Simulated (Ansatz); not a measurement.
# SiC: energy along a strain

SiC, F-43m, a = 4.348 Å (as given, not relaxed at this level: 4.8 GPa). The compound has several low-lying forms, and this is one of them. Ansatz: PBE, PAW, 420 eV, Γ-centred 12×12×12 mesh on 2 atoms, Gaussian smearing 0.05 eV; no spin polarisation. Cell vectors (Å): 0.000 2.174 2.174; 2.174 0.000 2.174; 2.174 2.174 0.000. The cell is strained by x per cent times the pattern (0 1 0 0 0 0) in the order xx yy zz yz xz xy (engineering shears), with fractional coordinates held. y is the free energy over the start, V0 = 10.275 Å³/atom.

```
x (%) y (meV/atom)
-6.00         66.01
-4.50         40.52
-3.00             ?
-1.50          7.58
 0.00          0.00
 1.50         -1.77
 3.00          2.15
 4.50         11.70
 5.25         18.52
 6.00         26.70
```

Question: Fit y = c1 x + c2 x² + c3 x³ to the other rows, get the stiffness along the pattern, and predict the missing energy.

Answer: Least squares on the rows shown. y = −3.1061 x + 1.2881 x² − 0.0047116 x³. The clamped-ion stiffness p·C·p = 2 × 12.88 eV × 160.2 / 10.275 Å³ = 402 GPa, which is C22 in these axes (C11 of the cubic crystal) (second derivative at the start, which stands under stress). At x = -3.00 the fit asked for gives 21.04 meV/atom. The run gave 21.06 meV/atom, so the fit is 0.02 meV/atom too low, within twice the rms miss on the fitted rows (0.02 meV/atom).